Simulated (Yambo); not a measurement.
# PbS (Galena) (Fm-3m) in Yambo: further runs, part 2 of 3

Yambo 5.3.0.

**4. Optical spectrum, PBEsol**

The input, optics6.in:

```
optics
chi
Chimod= "IP"
% BndsRnXd
 1 | 35 |
%
% LongDrXd
 0 | 0 | 1 |
%
% QpntsRXd
 1 | 1 |
%
% EnRngeXd
 0 | 30 | eV
%
% DmRngeXd
 0.2 | 0.2 | eV
%
ETStpsXd= 150
```

The input, scf.in:

```
&CONTROL
  calculation = 'scf'
  prefix = 'pwscf'
  outdir = './tmp'
  pseudo_dir = './pseudo'
/
&SYSTEM
  ibrav = 0
  nat = 2
  ntyp = 2
  ecutwfc = 56
  nbnd = 16
  occupations = 'smearing'
  smearing = 'fd'
  degauss = 0.00367493
  force_symmorphic = .true.
/
&ELECTRONS
  conv_thr = 4d-10
  electron_maxstep = 120
  mixing_beta = 0.5
/
ATOMIC_SPECIES
Pb   207.2000 Pb.upf
S     32.0600 S.upf
CELL_PARAMETERS angstrom
   0.0000000000    2.9657500000    2.9657500000
   2.9657500000    0.0000000000    2.9657500000
   2.9657500000    2.9657500000    0.0000000000
ATOMIC_POSITIONS crystal
Pb     0.0000000000    0.0000000000    0.0000000000
S      0.5000000000    0.5000000000    0.5000000000
K_POINTS automatic
18 18 18 0 0 0
```

The input, nscf.in:

```
&CONTROL
  calculation = 'nscf'
  prefix = 'pwscf'
  outdir = './tmp'
  pseudo_dir = './pseudo'
/
&SYSTEM
  ibrav = 0
  nat = 2
  ntyp = 2
  ecutwfc = 56
  nbnd = 35
  occupations = 'fixed'
  force_symmorphic = .true.
/
&ELECTRONS
  conv_thr = 1d-08
  diago_full_acc = .true.
  diago_thr_init = 1d-06
/
ATOMIC_SPECIES
Pb   207.2000 Pb.upf
S     32.0600 S.upf
CELL_PARAMETERS angstrom
   0.0000000000    2.9657500000    2.9657500000
   2.9657500000    0.0000000000    2.9657500000
   2.9657500000    2.9657500000    0.0000000000
ATOMIC_POSITIONS crystal
Pb     0.0000000000    0.0000000000    0.0000000000
S      0.5000000000    0.5000000000    0.5000000000
K_POINTS automatic
18 18 18 0 0 0
```

Potentials or basis: PseudoDojo 0.4.1 SR PBEsol standard.

Launch:

```sh
OMP_NUM_THREADS=1 pw.x -in scf.in > scf.out
OMP_NUM_THREADS=1 pw.x -in nscf.in > nscf.out
cd tmp/pwscf.save; p2y; mv SAVE ../..; cd ../..
OMP_NUM_THREADS=1 yambo
mv SAVE/ns.kb_pp_pwscf SAVE/ns.kb_pp_pwscf_off
OMP_NUM_THREADS=1 yambo -F optics6.in -J optics6 -C optics6_out
```

Yambo's report:

```text
[... sections 02.01 to 02.04 as in the set-up run ...]

  [02.05] Energies & Occupations
  ==============================

  [X] === General ===
  [X] Electronic Temperature                        :  0.000000  0.000000 [eV K]
  [X] Bosonic    Temperature                        :  0.000000  0.000000 [eV K]
  [X] Finite Temperature mode                       : no
  [X] El. density                                   :  0.38335E+24 [cm-3]
  [X] Fermi Level                                   :  8.570495 [eV]

  [X] === Gaps and Widths ===
  [X] Conduction Band Min                           :  0.260090 [eV]
  [X] Valence Band Max                              :  0.000000 [eV]
  [X] Filled Bands                                  :  10
  [X] Empty Bands                                   :   11   35
  [X] Direct Gap                                    :  0.260090 [eV]
  [X] Direct Gap localized at k                     :  10
  [X] Indirect Gap                                  :  0.260090 [eV]
  [X] Indirect Gap between kpts                     :  10  10
  [X] Last valence band width                       :  3.455188 [eV]
  [X] 1st conduction band width                     :  4.901230 [eV]

 [03] Transferred momenta grid and indexing
 ==========================================

 IBZ Q-points                                      :  195
 BZ  Q-points                                      :   5832

 K/Q-points units:
 rlu = crystal or reduced units; cc = cartesian coordinates; iku = interal k-units

 Q [  1]        [rlu]:  0.000000  0.000000  0.000000
 Q [  2]        [rlu]:  0.43791E-18  0.43791E-18  0.55556E-01
 Q [  3]        [rlu]:  0.16254E-17  0.16254E-17  0.11111
 Q [  4]        [rlu]: -0.37512E-17 -0.37512E-17  0.16667
 Q [  5]        [rlu]:  0.17517E-17  0.17517E-17  0.22222
 Q [  6]        [rlu]:  0.53698E-17  0.53698E-17  0.27778
[... 42 lines left out ...]
 Q [ 49]        [rlu]: -0.75025E-17  0.16667      0.50000
 Q [ 50]        [rlu]:  0.11127E-16  0.16667     -0.44444

 Remaining 145 points informations can be written running with -fatlog

 [04] Dipoles
 ============

  [04.01] Setup: observables and procedures
  =========================================

  [WF-Oscillators/G space/Transverse up loader] Normalization (few states)  min/max  :  0.29505E-17   1.0000

  [WR./optics6//ndb.dipoles]------------------------------------------------------
   Brillouin Zone Q/K grids (IBZ/BZ)                :    195   5832    195   5832
   RL vectors                                       :   3287 [WF]
   Fragmentation                                    : yes
   Electronic Temperature                           :  0.000000 [K]
   Bosonic    Temperature                           :  0.000000 [K]
   DIP band range                                   :    1   35
   DIP band range limits                            :  10  11
   DIP e/h energy range                             : -1.000000 -1.000000 [eV]
   RL vectors in the sum                            :   3287
   [r,Vnl] included                                 : no
   Bands ordered                                    : yes
   Direct v evaluation                              : no
   Approach used                                    : G-space v
   Dipoles computed                                 : R V P [G-space]
   Wavefunctions                                    : Perdew, Burke & Ernzerhof SOL(X)+Perdew, Burke & Ernzerhof SOL(C)

  [WARNING] [r,Vnl^pseudo] not included in position and velocity dipoles

  [WARNING] In case H contains other non local terms, also these are neglected

 [05] Optics
 ===========

 [X-CG] R(p) Tot o/o(of R):    34799  1458000      100
```

o-optics6.eel_q1_ip:

```text
# Electron Energy Loss @ Q(1):   0.00000000      0.00000000      1.00000000    [q->0 direction]
#
# [ X ] Hartree size                              :  1
# [GEN] GF Energies                               : Perdew, Burke & Ernzerhof SOL(X)+Perdew, Burke & Ernzerhof SOL(C)
# [GEN] Green`s Function                          : T-ordered
#
# [GEN] Gauge                                     : Length
# [GEN] [r,Vnl] included                          : no
#
#    E[1] [eV]          Im(eel)            Re(eel)
#
        0.000000           0.006589          -0.058736
        0.201342           0.007906          -0.058921
        0.402685           0.008222          -0.059868
        0.604027           0.009249          -0.057597
        0.805369           0.011842          -0.057347
        1.006711           0.012191          -0.054920
[... 142 lines left out ...]
        29.79866           0.205800          -1.335170
        30.00000           0.185820          -1.307298
#
```

o-optics6.eps_q1_ip:

```text
# Absorption @ Q(1):   0.00000000      0.00000000      1.00000000    [q->0 direction]
#
# [ X ] Hartree size                              :  1
# [GEN] GF Energies                               : Perdew, Burke & Ernzerhof SOL(X)+Perdew, Burke & Ernzerhof SOL(C)
# [GEN] Green`s Function                          : T-ordered
#
# [GEN] Gauge                                     : Length
# [GEN] [r,Vnl] included                          : no
#
#    E[1] [eV]          Im(eps)            Re(eps)
#
        0.000000           1.886143           16.81378
        0.201342           2.236864           16.67163
        0.402685           2.251602           16.39431
        0.604027           2.717936           16.92545
        0.805369           3.453642           16.72445
        1.006711           3.851861           17.35325
[... 142 lines left out ...]
        29.79866           0.112765           0.731587
        30.00000           0.106575           0.749788
#
```

Run time: 3.2 min. Hardware: 1 thread of Intel Xeon Platinum 8488C (Sapphire Rapids), shared host; peak memory 0.41 GiB.

Results:

```
Band gap on the k mesh, mean-field level       : 0.26 eV, direct
Absorption peak                                : 2.82 eV
Electronic dielectric constant along the field : 16.81
```

Dielectric function (along the field direction of the input):
| energy (eV) | real part | imaginary part |
| --- | --- | --- |
| 0.40 | 16.39 | 2.25 |
| 0.81 | 16.72 | 3.45 |
| 1.21 | 17.89 | 4.96 |
| 1.81 | 18.96 | 9.66 |
| 2.21 | 18.40 | 14.54 |
| 2.82 | 8.76 | 25.06 |
| 3.22 | -1.90 | 21.65 |
| 3.83 | -3.70 | 11.79 |
| 4.23 | -4.91 | 8.95 |
| 4.83 | -3.40 | 5.89 |
| 5.23 | -2.56 | 4.70 |
| 5.84 | -1.80 | 3.51 |
| 6.24 | -1.01 | 3.11 |
| 6.85 | -0.33 | 3.13 |
| 7.25 | -0.74 | 3.30 |
| 7.85 | 0.00 | 2.62 |
| 8.26 | 0.13 | 3.16 |
| 8.86 | -0.74 | 2.96 |
| 9.26 | -0.80 | 2.63 |
| 9.87 | -0.77 | 2.19 |
| 10.27 | -0.73 | 1.99 |
| 10.87 | -0.66 | 1.73 |
| 11.28 | -0.52 | 1.59 |
| 11.88 | -0.50 | 1.40 |
| 12.28 | -0.50 | 1.30 |
| 12.89 | -0.49 | 1.07 |
| 13.29 | -0.36 | 0.95 |
| 13.89 | -0.20 | 0.83 |
| 14.30 | -0.17 | 0.78 |
| 14.90 | -0.07 | 0.71 |
| 15.30 | -0.01 | 0.67 |
| 15.91 | 0.04 | 0.63 |
| 16.31 | 0.06 | 0.58 |
| 16.91 | 0.14 | 0.53 |
| 17.32 | 0.17 | 0.47 |
| 17.92 | 0.24 | 0.49 |
| 18.32 | 0.24 | 0.48 |
| 18.93 | 0.24 | 0.43 |
| 19.33 | 0.25 | 0.38 |
| 19.93 | 0.32 | 0.30 |

Energy-loss function:
```csv
energy (eV),loss
0.0,0.007
1.2,0.014
2.6,0.032
3.8,0.077
5.2,0.164
6.4,0.304
7.9,0.381
9.1,0.335
10.5,0.473
11.7,0.591
13.1,0.876
14.3,1.215
15.7,1.534
16.9,1.776
18.3,1.663
19.5,1.823
20.9,1.281
22.1,0.712
23.6,0.514
24.8,0.445
26.2,0.384
27.4,0.404
28.8,0.331
30.0,0.186
```

Caveat: independent-particle spectra lack excitons; spin-orbit coupling is left out, which as a rule narrows the gap of such compounds by several tenths of an eV. A k mesh can miss the band edges.

**5. G0W0 quasiparticle levels, PBEsol**

The input, g0w00.in:

```
gw0
dyson
el_el_corr
rim_cut
HF_and_locXC
ppa
em1d
RandQpts= 1000000
RandGvec= 50 RL
EXXRLvcs= 56 Ry
VXCRLvcs= 56 Ry
Chimod= "HARTREE"
% BndsRnXp
 1 | 110 |
%
NGsBlkXp= 6 Ry
% LongDrXp
 1 | 1 | 1 |
%
PPAPntXp= 27.21138 eV
% GbndRnge
 1 | 110 |
%
GTermKind= "BG"
DysSolver= "n"
ExtendOut
% QPkrange
 1 | 8 | 8 | 14 |
%
```

scf.in, as its differences from that of step 4:

```diff
@@ -33,2 +33,2 @@
 K_POINTS automatic
-18 18 18 0 0 0
+8 8 8 0 0 0
```

nscf.in, as its differences from that of step 4:

```diff
@@ -11,3 +11,3 @@
   ecutwfc = 56
-  nbnd = 35
+  nbnd = 110
   occupations = 'fixed'
@@ -31,2 +31,2 @@
 K_POINTS automatic
-18 18 18 0 0 0
+4 4 4 0 0 0
```

Potentials or basis: PseudoDojo 0.4.1 SR PBEsol standard.

Launch:

```sh
OMP_NUM_THREADS=1 pw.x -in scf.in > scf.out
OMP_NUM_THREADS=1 pw.x -in nscf.in > nscf.out
cd tmp/pwscf.save; p2y; mv SAVE ../..; cd ../..
OMP_NUM_THREADS=1 yambo
OMP_NUM_THREADS=1 yambo -F g0w00.in -J g0w00 -C g0w00_out
```

Yambo's report:

```text
[... sections 02.01 to 02.04 as in the set-up run ...]

  [02.05] Energies & Occupations
  ==============================

  [X] === General ===
  [X] Electronic Temperature                        :  0.000000  0.000000 [eV K]
  [X] Bosonic    Temperature                        :  0.000000  0.000000 [eV K]
  [X] Finite Temperature mode                       : no
  [X] El. density                                   :  0.38335E+24 [cm-3]
  [X] Fermi Level                                   :  8.569223 [eV]

  [X] === Gaps and Widths ===
  [X] Conduction Band Min                           :  0.260918 [eV]
  [X] Valence Band Max                              :  0.000000 [eV]
  [X] Filled Bands                                  :  10
  [X] Empty Bands                                   :   11  110
  [X] Direct Gap                                    :  0.260918 [eV]
  [X] Direct Gap localized at k                     :  3
  [X] Indirect Gap                                  :  0.260918 [eV]
  [X] Indirect Gap between kpts                     :  3  3
  [X] Last valence band width                       :  3.455116 [eV]
  [X] 1st conduction band width                     :  4.901560 [eV]

 [03] Transferred momenta grid and indexing
 ==========================================

 IBZ Q-points                                      :   8
 BZ  Q-points                                      :   64

 K/Q-points units:
 rlu = crystal or reduced units; cc = cartesian coordinates; iku = interal k-units

 Q [1]          [rlu]:  0.000000  0.000000  0.000000
 Q [2]          [rlu]:  0.43103E-17  0.43103E-17  0.25000
 Q [3]          [rlu]: -0.86205E-17 -0.86205E-17 -0.50000
 Q [4]          [rlu]:  0.82859E-17  0.25000      0.25000
[... 294 lines left out ...]
  - lXC: Local XC (Perdew, Burke & Ernzerhof SOL(X)+Perdew, Burke & Ernzerhof SOL(C))
  -nlXC: non-Local XC (Hartree-Fock)

  QP [eV] @ K [1] (iku):  0.000000  0.000000  0.000000
   B=8 Eo= -2.16 E= -2.75 E-Eo= -0.59 Re(Z)=0.77 Im(Z)=-0.355109E-2 nlXC= -15.5763 lXC= -12.4751 So=  2.32689
   B=9 Eo= -2.16 E= -2.75 E-Eo= -0.59 Re(Z)=0.77 Im(Z)=-0.355147E-2 nlXC= -15.5763 lXC= -12.4751 So=  2.32648
   B=10 Eo= -2.16 E= -2.75 E-Eo= -0.59 Re(Z)=0.77 Im(Z)=-0.355229E-2 nlXC= -15.5763 lXC= -12.4751 So=  2.32675
   B=11 Eo=  5.16 E=  4.92 E-Eo= -0.25 Re(Z)=0.79 Im(Z)=-0.154288E-2 nlXC= -7.39470 lXC= -11.3415 So= -4.25730
   B=12 Eo=  5.16 E=  4.92 E-Eo= -0.24 Re(Z)=0.79 Im(Z)=-0.160836E-2 nlXC= -7.39470 lXC= -11.3415 So= -4.25466
   B=13 Eo=  5.16 E=  4.92 E-Eo= -0.24 Re(Z)=0.79 Im(Z)=-0.168993E-2 nlXC= -7.39471 lXC= -11.3415 So= -4.25670
   B=14 Eo=  6.62 E=  6.79 E-Eo=  0.17 Re(Z)=0.80 Im(Z)= 0.939829E-3 nlXC= -4.33262 lXC= -9.41581 So= -4.86912
[... 55 lines left out ...]
  QP [eV] @ K [8] (iku): -0.500000  0.250000  0.000000
   B=8 Eo= -4.47 E= -5.18 E-Eo= -0.71 Re(Z)=0.76 Im(Z)=-0.295585E-2 nlXC= -14.8646 lXC= -10.9179 So=  3.01170
   B=9 Eo= -4.47 E= -5.17 E-Eo= -0.71 Re(Z)=0.76 Im(Z)=-0.296215E-2 nlXC= -14.8646 lXC= -10.9179 So=  3.01201
   B=10 Eo= -1.01 E= -1.49 E-Eo= -0.48 Re(Z)=0.78 Im(Z)=-0.144255E-2 nlXC= -15.3127 lXC= -13.1916 So=  1.50181
   B=11 Eo=  2.12 E=  1.85 E-Eo= -0.26 Re(Z)=0.80 Im(Z)=-0.773028E-3 nlXC= -7.62269 lXC= -10.6358 So= -3.34030
   B=12 Eo=  4.61 E=  4.49 E-Eo= -0.12 Re(Z)=0.78 Im(Z)=-0.211628E-2 nlXC= -6.67568 lXC= -10.9890 So= -4.46865
   B=13 Eo=  4.61 E=  4.49 E-Eo= -0.12 Re(Z)=0.78 Im(Z)=-0.213957E-2 nlXC= -6.67567 lXC= -10.9890 So= -4.46433
   B=14 Eo=  8.08 E=  8.04 E-Eo= -0.04 Re(Z)=0.78 Im(Z)=-0.349499E-2 nlXC= -5.23572 lXC= -10.2865 So= -5.09861

  [WR./g0w00//ndb.QP]-------------------------------------------------------------
   Lattice constants                                :  5.604455  5.604455  5.604455
   Coulomb cutoff potential                         : none
   Electronic Temperature                           :  0.000000 [K]
   Bosonic    Temperature                           :  0.000000 [K]
   Green`s function   energies                      : Perdew, Burke & Ernzerhof SOL(X)+Perdew, Burke & Ernzerhof SOL(C)
   wavefunctions                                    : Perdew, Burke & Ernzerhof SOL(X)+Perdew, Burke & Ernzerhof SOL(C)
   PPA    diel. fun.  energies                      : Perdew, Burke & Ernzerhof SOL(X)+Perdew, Burke & Ernzerhof SOL(C)
   wavefunctions                                    : Perdew, Burke & Ernzerhof SOL(X)+Perdew, Burke & Ernzerhof SOL(C)
   QP tot states                                    :   56
   GW solver                                        : Newton
   GW approximation                                 : PPA
   PPA imaginary Energy                             :  27.21138 ev
   RIM G`s                                          :   51
   RIM random pts                                   :  1000000
   dS/dw steps                                      :  2
   dS/dw step                                       :  0.100000 ev
   X G`s                                            :  113 used
   X G`s                                            :  113 disk
   X bands                                          :    1  110
   X poles                                          :  100.0000 o/o
   X e/h E range                                    : -1.000000 -1.000000 ev
   X Hxc Kernel                                     : HARTREE
   X BZ energy Double Grid                          : no
   X Optical Averaged directions                    : none
   Sc/G bands                                       :    1  110
   Sc/G damping                                     :  0.100000 ev
   Sc bands terminator                              : yes
   Sc terminator kind                               : BG
   Sc Terminator pole                               :  40.81708
   Sx RL components                                 :  2565

   QP @ state[ 1 ] K range                          :   1   8
   QP @ state[ 1 ] b range                          :   8  14
   GF energies kind                                 : Perdew, Burke & Ernzerhof SOL(X)+Perdew, Burke & Ernzerhof SOL(C)
   GF WF`s kind                                     : Perdew, Burke & Ernzerhof SOL(X)+Perdew, Burke & Ernzerhof SOL(C)
   Xs energies kind                                 : Perdew, Burke & Ernzerhof SOL(X)+Perdew, Burke & Ernzerhof SOL(C)
   Xs WF`s kind                                     : Perdew, Burke & Ernzerhof SOL(X)+Perdew, Burke & Ernzerhof SOL(C)
```

It took 5.4 min on 1 thread of Arm Neoverse V2, shared host; peak memory 0.36 GiB.

Results:

| Quantity | Value |
| --- | --- |
| Band gap on the k mesh, mean-field level | 0.26 eV, direct |
| Quasiparticle gap | 0.44 eV |
| Least direct quasiparticle gap | 0.44 eV |
| Quasiparticle gap at Γ | 7.67 eV |
| Band gap of the same states before the correction | 0.26 eV |

Quasiparticle terms (eV):
```csv
k point,band,Kohn-Sham level,Vxc,Σx,Σc,Z,result
"(0.000, 0.000, 0.000)",8,-2.16,-12.48,-15.58,2.33,0.77,-2.75
"(0.000, 0.000, 0.000)",9,-2.16,-12.48,-15.58,2.33,0.77,-2.75
"(0.000, 0.000, 0.000)",10,-2.16,-12.48,-15.58,2.33,0.77,-2.75
"(0.000, 0.000, 0.000)",11,5.16,-11.34,-7.39,-4.26,0.79,4.92
"(0.000, 0.000, 0.000)",12,5.16,-11.34,-7.39,-4.25,0.79,4.92
"(0.000, 0.000, 0.000)",13,5.16,-11.34,-7.39,-4.26,0.79,4.92
"(0.000, 0.000, 0.000)",14,6.62,-9.42,-4.33,-4.87,0.80,6.79
"(0.000, 0.000, 0.250)",8,-2.00,-12.57,-15.45,2.17,0.77,-2.54
"(0.000, 0.000, 0.250)",9,-2.00,-12.57,-15.45,2.18,0.77,-2.54
"(0.000, 0.000, 0.250)",10,-1.18,-12.70,-14.57,1.21,0.78,-1.69
"(0.000, 0.000, 0.250)",11,2.28,-10.58,-7.45,-3.49,0.80,2.00
"(0.000, 0.000, 0.250)",12,3.15,-10.82,-7.46,-3.60,0.80,2.96
"(0.000, 0.000, 0.250)",13,3.15,-10.82,-7.46,-3.60,0.80,2.96
"(0.000, 0.000, 0.250)",14,6.74,-8.67,-3.86,-4.93,0.79,6.64
"(0.000, 0.000, -0.500)",8,-1.77,-12.78,-15.47,2.07,0.77,-2.24
"(0.000, 0.000, -0.500)",9,-1.77,-12.78,-15.47,2.07,0.77,-2.24
"(0.000, 0.000, -0.500)",10,0.00,-13.52,-14.92,0.77,0.79,-0.50
"(0.000, 0.000, -0.500)",11,0.26,-9.67,-6.91,-3.15,0.81,-0.06
"(0.000, 0.000, -0.500)",12,1.89,-10.47,-7.59,-3.22,0.81,1.62
"(0.000, 0.000, -0.500)",13,1.89,-10.47,-7.59,-3.22,0.81,1.62
```

Caveat: the k mesh is coarse (spacing up to 0.46 Å⁻¹), so the values aren't converged; the potentials hold a filled d shell without the s and p states of that shell, which can shift GW gaps by tenths of an eV, either way; this version prints the column dSc/dw multiplied by 27.2; the terminator is approximate in this version, by hundredths of an eV; spin-orbit coupling is left out, which as a rule narrows the gap of such compounds by several tenths of an eV. A k mesh can miss the band edges.

(Continued in part 3 of 3.)
